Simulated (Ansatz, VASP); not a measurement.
# TaN: VASP beside Ansatz

The input INCAR:

```
ALGO     = Normal         # electronic algorithm
EDIFF    = 1E-7           # SCF threshold, eV
ENCUT    = 520            # plane-wave cutoff, eV
GGA      = PS             # functional
ISIF     = 2              # what is computed and relaxed
ISMEAR   = -1             # smearing method
LASPH    = True           # aspherical terms in the spheres
LCHARG   = False          # write CHGCAR
LREAL    = False          # projectors in reciprocal space
LWAVE    = False          # write WAVECAR
NBANDS   = 15             # bands
NELM     = 80             # most SCF steps
PREC     = Accurate       # precision mode
SIGMA    = 0.05           # smearing width, eV
```

The input KPOINTS:

```
k-points
0
Gamma
  10 10 9
```

POSCAR

```
TaN
1.0
    2.9766623284      0.0000000000      0.0000000000
   -1.4883311642      2.5778651949      0.0000000000
    0.0000000000      0.0000000000      2.9209385612
Ta N
1 1
Direct
    0.0000000000      0.0000000000      0.5000000000
    0.6666666667      0.3333333333      0.0000000000
```

Contents of input.yaml:

```yaml
crystal:
  lattice:
    - [2.9766623284, 0.0, 0.0]
    - [-1.4883311642, 2.5778651949, 0.0]
    - [0.0, 0.0, 2.9209385612]
  atoms:
    - { symbol: Ta, position: [0.0, 0.0, 0.5] }
    - { symbol: "N", position: [0.6666666667, 0.3333333333, 0.0] }
hamiltonian:
  xc: pbesol
  pseudopotentials: { kind: paw }
kpoints:
  mp_grid: { grid: [10, 10, 9] }
scf:
  occupations: { method: fermi_dirac, width: 0.05 }
output:
  forces: true
  stress: true
  eigenvalues: true
```

Change from the starting cell: volume scaled by 1.04.

Alike in both runs: task single point; functional PBEsol; k mesh 10 × 10 × 9; occupations fermi-dirac, width 0.05 eV; no spin polarisation.

```csv
,VASP,Ansatz
version,VASP 6.6.1,Ansatz 0.2.0
potentials or method,"VASP PAW PBE potentials, release 64 (Ta_pv, N)",Ansatz PAW
plane-wave cutoff (eV),520,420
valence electrons in the cell,16,18
```

Ansatz gave:

| Property | Result |
| --- | --- |
| gap on the k mesh at the Fermi level (eV) | none |
| pressure (GPa) | -17.2 |
| largest component of the traceless stress (GPa) | 1.18 |

Task: What did VASP give for the same quantities?

Result: gap on the k mesh at the Fermi level (eV): none; pressure (GPa): -16.6; largest component of the traceless stress (GPa): 1.07.

A gap of «none» marks a metal or a gap that the smearing closes. The two sets of potentials don't hold the same shells in valence.

Caveats: the PAW data sets were made with another functional, which shifts forces and pressure a little (VASP); the pressure holds a Pulay correction of +0.5 GPa for the finite cutoff (Ansatz); the PAW data sets come from PBE, with cores solved anew for the run's functional, which leaves a small shift of forces and pressure (Ansatz). Spin-orbit coupling is left out, which matters for the levels of Ta.
